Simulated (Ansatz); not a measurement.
Set up this calculation in Ansatz 0.2.0, as the native input.

| Property | Result |
| --- | --- |
| Task | single point |
| Functional | PBE |
| Potentials or basis | Ansatz PAW |
| Cutoff | 300 eV |
| Density cutoff | 1200 eV |
| k mesh | 10 × 10 × 2 |
| Occupations | fermi-dirac, width 0.05 eV |
| Spin | no spin polarisation |

Crystal: SiC (Moissanite 6H).

```xyz
12
Lattice="3.0950 0.0000 0.0000 -1.5475 2.6803 0.0000 0.0000 0.0000 15.1700" Properties=species:S:1:pos:R:3 pbc="T T T"
Si    1.5475    0.8934    6.9524
Si    0.0000    1.7869   14.5374
Si    1.5475    0.8934   12.0101
Si    0.0000    1.7869    4.4251
Si    0.0000    0.0000    9.4812
Si    0.0000    0.0000    1.8962
C     1.5475    0.8934    5.0562
C     0.0000    1.7869   12.6412
C     1.5475    0.8934   10.1138
C     0.0000    1.7869    2.5288
C     0.0000    0.0000    7.5850
C     0.0000    0.0000    0.0000
```

The input as run:

input.yaml

```yaml
crystal:
  lattice:
    - [3.095, 0.0, 0.0]
    - [-1.5475, 2.6803486247, 0.0]
    - [0.0, 0.0, 15.17]
  atoms:
    - { symbol: Si, position: [0.6666666667, 0.3333333333, 0.4583] }
    - { symbol: Si, position: [0.3333333333, 0.6666666667, 0.9583] }
    - { symbol: Si, position: [0.6666666667, 0.3333333333, 0.7917] }
    - { symbol: Si, position: [0.3333333333, 0.6666666667, 0.2917] }
    - { symbol: Si, position: [0.0, 0.0, 0.625] }
    - { symbol: Si, position: [0.0, 0.0, 0.125] }
    - { symbol: C, position: [0.6666666667, 0.3333333333, 0.3333] }
    - { symbol: C, position: [0.3333333333, 0.6666666667, 0.8333] }
    - { symbol: C, position: [0.6666666667, 0.3333333333, 0.6667] }
    - { symbol: C, position: [0.3333333333, 0.6666666667, 0.1667] }
    - { symbol: C, position: [0.0, 0.0, 0.5] }
    - { symbol: C, position: [0.0, 0.0, 0.0] }
hamiltonian:
  xc: pbe
  pseudopotentials: { kind: paw }
kpoints:
  mp_grid: { grid: [10, 10, 2] }
scf:
  occupations: { method: fermi_dirac, width: 0.05 }
basis:
  ecutwfc: "300 eV"
output:
  forces: true
  stress: true
  eigenvalues: true
```

Potentials or basis: Ansatz PAW.

Run with:

```sh
$ ansatz run input.yaml --threads 2 --pin off --max-ram 5120MiB --backend cpu --events-out ev --progress --plain --runs-dir out
```

It gave:

* Pressure: 0.4 GPa
* Largest force: 0.143 eV/Å
* Band gap on the k mesh: 2.02 eV, indirect (least direct gap 3.11 eV)

Caveat: the pressure holds a Pulay correction of +5.8 GPa for the finite cutoff; the cutoff lies under the one recommended for these potentials.

Wall time 2.2 s on 2 threads of Intel(R) Xeon(R) Platinum 8488C (Sapphire Rapids), with other jobs on the host, peak memory 0.39 GiB.
